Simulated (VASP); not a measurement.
# InAs (F-43m) in VASP: a series of runs

One crystal, InAs, is run at these levels: r2SCAN+rVV10; tasks: single point, relaxation of cell and atoms.

All numbers are computed with VASP 6.6.1; they aren't measurements. Logs are shortened: lines on timing, memory, paths and dates and some standing lists are left out, and cuts for length are marked.

**Experimental background.**

From a printed reference work, data compilation, for a bulk crystal of InAs at 4.2 K: band gap 0.418 eV (direct).

The results are compared with them further down.

## Step 1: The structure

It takes space group F-43m (No. 216, cubic). Conventional cell: a = 6.082 Å, b = 6.082 Å, c = 6.082 Å, α = 90.00°, β = 90.00°, γ = 90.00°. In (site symmetry -43m) has 4 As at 2.63 Å as nearest neighbours. Around As (site symmetry -43m) lie 4 In at 2.63 Å.

## Step 2: Single point, r2SCAN+rVV10

Input file POSCAR:

```
InAs
1.0
    0.0000000000      3.0410889480      3.0410889480
    3.0410889480      0.0000000000      3.0410889480
    3.0410889480      3.0410889480      0.0000000000
In As
1 1
Direct
    0.0000000000      0.0000000000      0.0000000000
    0.2500000000      0.2500000000      0.2500000000
```

Input file INCAR.step1:

```
PREC = Accurate ; ENCUT = 520
ISMEAR = 0 ; SIGMA = 0.01
LREAL = F ; LASPH = T
NELM = 100 ; NBANDS = 16
GGA = PE ; ALGO = Normal
EDIFF = 1E-4 ; LWAVE = T
LCHARG = F
```

Input file INCAR.step2:

```
PREC = Accurate ; ENCUT = 520
EDIFF = 1E-6 ; ISMEAR = 0
SIGMA = 0.01 ; LREAL = F
LASPH = T ; NELM = 100
ALGO = Normal ; ISIF = 2
LWAVE = F ; LCHARG = F
METAGGA = R2SCAN ; LMIXTAU = T
LUSE_VDW = T ; IVDW_NL = 2
BPARAM = 11.95 ; CPARAM = 0.0093
NBANDS = 16 ; ISTART = 1
```

Input file KPOINTS:

```
Automatic mesh
0
Gamma
  6 6 6
```

Potentials or basis: VASP PAW PBE potentials, release 64 (In_d, As).

Launch:

```bash
$ cat potpaw_PBE.64/In_d/POTCAR potpaw_PBE.64/As/POTCAR > POTCAR
$ cp INCAR.step1 INCAR
$ mpirun -np 1 vasp_std > vasp.out
$ cp INCAR.step2 INCAR
$ mpirun -np 1 vasp_std > vasp.out
```

OUTCAR:

```text
PREC = Accurate
   ENCUT = 520
   EDIFF = 1E-6
   ISMEAR = 0
   LREAL = F
   LASPH = T
   NELM = 100
   ISIF = 2
   METAGGA = R2SCAN
   IVDW_NL = 2
   BPARAM = 11.95
   ISTART = 1

 ion  position               nearest neighbor table
   1  0.000  0.000  0.000-   2 2.63   2 2.63   2 2.63   2 2.63
   2  0.250  0.250  0.250-   1 2.63   1 2.63   1 2.63   1 2.63

  LATTYP: Found a face centered cubic cell.
 ALAT       =     6.0821778960

  Lattice vectors:

 A1 = (   0.0000000000,   3.0410889480,   3.0410889480)
 A2 = (   3.0410889480,   0.0000000000,   3.0410889480)
 A3 = (   3.0410889480,   3.0410889480,   0.0000000000)

Analysis of symmetry for initial positions (statically):
=====================================================================
 Subroutine PRICEL returns:
 Original cell was already a primitive cell.

 Routine SETGRP: Setting up the symmetry group for a
 face centered cubic supercell.

 Subroutine GETGRP returns: Found 24 space group operations
 (whereof 24 operations were pure point group operations)
 out of a pool of 48 trial point group operations.

The static configuration has the point symmetry T_d .

Analysis of symmetry for dynamics (positions and initial velocities):
=====================================================================
 Subroutine PRICEL returns:
 Original cell was already a primitive cell.

 Routine SETGRP: Setting up the symmetry group for a
 face centered cubic supercell.

 Subroutine GETGRP returns: Found 24 space group operations
 (whereof 24 operations were pure point group operations)
 out of a pool of 48 trial point group operations.

The dynamic configuration has the point symmetry T_d .

 Subroutine INISYM returns: Found 24 space group operations
 (whereof 24 operations are pure point group operations),
 and found     1 'primitive' translations

----------------------------------------------------------------------------------------

                                     Primitive cell

  volume of cell :      56.2493

  direct lattice vectors                    reciprocal lattice vectors
     0.000000000  3.041088948  3.041088948    -0.164414790  0.164414790  0.164414790
     3.041088948  0.000000000  3.041088948     0.164414790 -0.164414790  0.164414790
     3.041088948  3.041088948  0.000000000     0.164414790  0.164414790 -0.164414790

  length of vectors
     4.300749235  4.300749235  4.300749235     0.284774769  0.284774769  0.284774769

  position of ions in fractional coordinates (direct lattice)
     0.000000000  0.000000000  0.000000000
     0.250000000  0.250000000  0.250000000

  ion indices of the primitive-cell ions
   primitive index   ion index
                 1           1
                 2           2

----------------------------------------------------------------------------------------

 KPOINTS: Automatic mesh

Automatic generation of k-mesh.
 Grid dimensions read from file:
 generate k-points for:    6    6    6

 Generating k-lattice:

  Cartesian coordinates                     Fractional coordinates (reciprocal lattice)
    -0.027402465  0.027402465  0.027402465     0.166666667  0.000000000  0.000000000
     0.027402465 -0.027402465  0.027402465     0.000000000  0.166666667  0.000000000
     0.027402465  0.027402465 -0.027402465     0.000000000  0.000000000  0.166666667

  Length of vectors
     0.047462462  0.047462462  0.047462462

  Shift w.r.t. Gamma in fractional coordinates (k-lattice)
     0.000000000  0.000000000  0.000000000

 Subroutine IBZKPT returns following result:
 ===========================================

 Found     16 irreducible k-points:

 Following reciprocal coordinates:
            Coordinates               Weight
  0.000000  0.000000  0.000000      1.000000
  0.166667  0.000000  0.000000      8.000000
  0.333333  0.000000  0.000000      8.000000
  0.500000  0.000000  0.000000      4.000000
  0.166667  0.166667  0.000000      6.000000
  0.333333  0.166667  0.000000     24.000000
[... 8 lines left out ...]
 -0.333333  0.333333  0.166667     24.000000
 -0.333333  0.500000  0.166667     12.000000
   k-points           NKPTS =     16   k-points in BZ     NKDIM =     16   number of bands    NBANDS=     16
   number of dos      NEDOS =    301   number of ions     NIONS =      2
   total plane-waves  NPLWV =  32768
   dimension x,y,z NGX =    32 NGY =   32 NGZ =   32
   dimension x,y,z NGXF=    64 NGYF=   64 NGZF=   64
   ions per type =               1   1
   NGX,Y,Z   is equivalent  to a cutoff of  12.37, 12.37, 12.37 a.u.
   NGXF,Y,Z  is equivalent  to a cutoff of  24.74, 24.74, 24.74 a.u.
 SYSTEM =  unknown system
   PREC   = accura    normal or accurate (medium, high low for compatibility)
   ISTART =      1    job   : 0-new  1-cont  2-samecut
   ICHARG =      0    charge: 1-file 2-atom 10-const
   ISPIN  =      1    spin polarized calculation?
   LNONCOLLINEAR =      F non collinear calculations
   LSORBIT =      F    spin-orbit coupling
   LASPH  =      T    aspherical Exc in radial PAW
   ENCUT  =  520.0 eV  38.22 Ry    6.18 a.u.   8.00  8.00  8.00*2*pi/ulx,y,z
   NELM   =    100;   NELMIN=  2; NELMDL=  0     # of ELM steps
   EDIFF  = 0.1E-05   stopping-criterion for ELM
   LREAL  =      F    real-space projection
[... 7 lines left out ...]
   TEBEG  =    0.0;   TEEND  =   0.0 temperature during run
   PSTRESS=    0.0 pullay stress
   NELECT =      18.0000    total number of electrons
   NUPDOWN=      -1.0000    fix difference up-down
   EMIN   =  10.00;   EMAX   =-10.00  energy-range for DOS
   EFERMI =   0.00;   METHOD = LEGACY
   ISMEAR =     0;   SIGMA  =   0.01  broadening in eV -4-tet -1-fermi 0-gaus
   EFERMI_NEDOS =   21; number of points for ismear=-14 and -15
   IALGO  =     38    algorithm
   IMIX   =      4    mixing-type and parameters
     AMIX     =   0.40;   BMIX     =  1.00
     AMIX_MAG =   1.60;   BMIX_MAG =  1.00
  volume/ion in A,a.u.               =      28.12       189.79
  Fermi-wavevector in a.u.,A,eV,Ry     =   1.119764  2.116047 17.059960  1.253872
  Thomas-Fermi vector in A             =   2.256406
   LORBIT       =      0    0 simple, 1 ext, 2 COOP (PROOUT), +10 PAW based schemes
   METAGGA = R2SCAN    functional components
   LHFCALC =     F    Hartree Fock is set to
   AEXX    =    0.0000 exact exchange contribution
   IVDW_NL    =     2    kernel type
   BPARAM     =11.9500
   IVDW    =     0    specifies the selected vdW correction
   LEPSILON=     F    determine dielectric tensor
   LRPA    =     F    only Hartree local field effects (RPA)
 non-spin polarized calculation
 Gauss-broadening in eV      SIGMA  =   0.01
  energy-cutoff  :      520.00
  volume of cell :       56.25
 maximum number of plane-waves:      1527
   NGX = 15   NGY = 15   NGZ = 15

 number of electron      17.9999991 magnetization

 Free energy of the ion-electron system (eV)
  ---------------------------------------------------
  ext. energy  EPLUGINS =         0.00000000
  ---------------------------------------------------
  free energy    TOTEN  =       -37.51968687 eV

  energy without entropy =      -37.51968687  energy(sigma->0) =      -37.51968687

 E-fermi :   4.1507     XC(G=0):  -9.6384

 val. band max:        4.0932419675   @ k =   0.0000   0.0000   0.0000
 cond. band min:       4.2208654335   @ k =   0.0000   0.0000   0.0000
 fundamental gap:      0.1276234660
 Fermi energy:         4.1506629702

 k-point     1 :       0.0000    0.0000    0.0000
  band No.  band energies     occupation
      1     -10.7157      2.00000
      2     -10.7157      2.00000
      3     -10.7157      2.00000
      4     -10.5752      2.00000
      5     -10.5752      2.00000
      6      -8.0989      2.00000
[... 8 lines left out ...]
     15      14.2004      0.00000
     16      14.2004      0.00000

 k-point     2 :       0.1667    0.0000    0.0000
  band No.  band energies     occupation
      1     -10.7506      2.00000
      2     -10.7057      2.00000
      3     -10.7057      2.00000
      4     -10.5752      2.00000
      5     -10.5752      2.00000
      6      -7.8093      2.00000
[... 8 lines left out ...]
     15      13.1058      0.00000
     16      13.1058      0.00000

 k-point     3 :       0.3333    0.0000    0.0000
  band No.  band energies     occupation
      1     -10.8137      2.00000
      2     -10.6887      2.00000
      3     -10.6887      2.00000
      4     -10.5717      2.00000
      5     -10.5717      2.00000
      6      -7.0927      2.00000
[... 8 lines left out ...]
     15      13.6181      0.00000
     16      13.6181      0.00000

 k-point     4 :       0.5000    0.0000    0.0000
  band No.  band energies     occupation
      1     -10.8427      2.00000
      2     -10.6822      2.00000
      3     -10.6821      2.00000
      4     -10.5679      2.00000
      5     -10.5679      2.00000
      6      -6.6023      2.00000
[... 8 lines left out ...]
     15      15.3829      0.00000
     16      15.3829      0.00000
[... 172 lines left out ...]
 k-point    14 :       0.5000    0.3333    0.1667
  band No.  band energies     occupation
      1     -10.8572      2.00000
      2     -10.6694      2.00000
      3     -10.6574      2.00000
      4     -10.5903      2.00000
      5     -10.5637      2.00000
      6      -6.5518      2.00000
[... 8 lines left out ...]
     15      15.2183      0.00000
     16      16.6094      0.00000

 k-point    15 :      -0.3333    0.3333    0.1667
  band No.  band energies     occupation
      1     -10.8704      2.00000
      2     -10.6683      2.00000
      3     -10.6486      2.00000
      4     -10.5865      2.00000
      5     -10.5674      2.00000
      6      -6.1768      2.00000
[... 8 lines left out ...]
     15      15.4732      0.00000
     16      16.3991      0.00000

 k-point    16 :      -0.3333    0.5000    0.1667
  band No.  band energies     occupation
      1     -10.8869      2.00000
      2     -10.6552      2.00000
      3     -10.6370      2.00000
      4     -10.5980      2.00000
      5     -10.5613      2.00000
      6      -6.0149      2.00000
[... 8 lines left out ...]
     15      16.2302      0.00000
     16      16.5121      0.00000

------------------------ aborting loop because EDIFF is reached ----------------------------------------

  FORCE on cell =-STRESS in cart. coord.  units (eV):
  Direction    XX          YY          ZZ          XY          YZ          ZX
  --------------------------------------------------------------------------------------
  -------------------------------------------------------------------------------------
  Total        0.0353105      0.0353105      0.0353105     -0.0000000      0.0000000     -0.0000000
  in kB        1.0057659      1.0057659      1.0057659     -0.0000000      0.0000000     -0.0000000
  external PRESSURE =       1.0057659 kB  Pullay stress =       0.0000000 kB

 VOLUME and BASIS-vectors are now :
 -----------------------------------------------------------------------------
  energy-cutoff  :      520.00
  volume of cell :       56.25
      direct lattice vectors                 reciprocal lattice vectors
     0.000000000  3.041088948  3.041088948    -0.164414790  0.164414790  0.164414790
     3.041088948  0.000000000  3.041088948     0.164414790 -0.164414790  0.164414790
     3.041088948  3.041088948  0.000000000     0.164414790  0.164414790 -0.164414790

 POSITION                                       TOTAL-FORCE (eV/Angst)
 -----------------------------------------------------------------------------------
      0.00000      0.00000      0.00000         0.000000      0.000000      0.000000
      1.52054      1.52054      1.52054        -0.000000     -0.000000     -0.000000
 -----------------------------------------------------------------------------------
    total drift:                               -0.000003     -0.000003     -0.000003

  FREE ENERGIE OF THE ION-ELECTRON SYSTEM (eV)
  ---------------------------------------------------
  free  energy   TOTEN  =       -37.5196868673 eV

  energy  without entropy=      -37.5196868673  energy(sigma->0) =      -37.51968687
```

It took 81 s on 1 thread of Intel Xeon Platinum 8488C (Sapphire Rapids), shared host; peak memory 0.32 GiB.

Results:

```
Free energy            : -37.5197 eV
Pressure               : 0.1 GPa
Band gap on the k mesh : 0.13 eV, direct
```

Caveat: the PAW data sets were made with another functional, which shifts forces and pressure a little; spin-orbit coupling is left out, which moves the levels of the heavy elements.

(Part 1 of 2 ends here.)
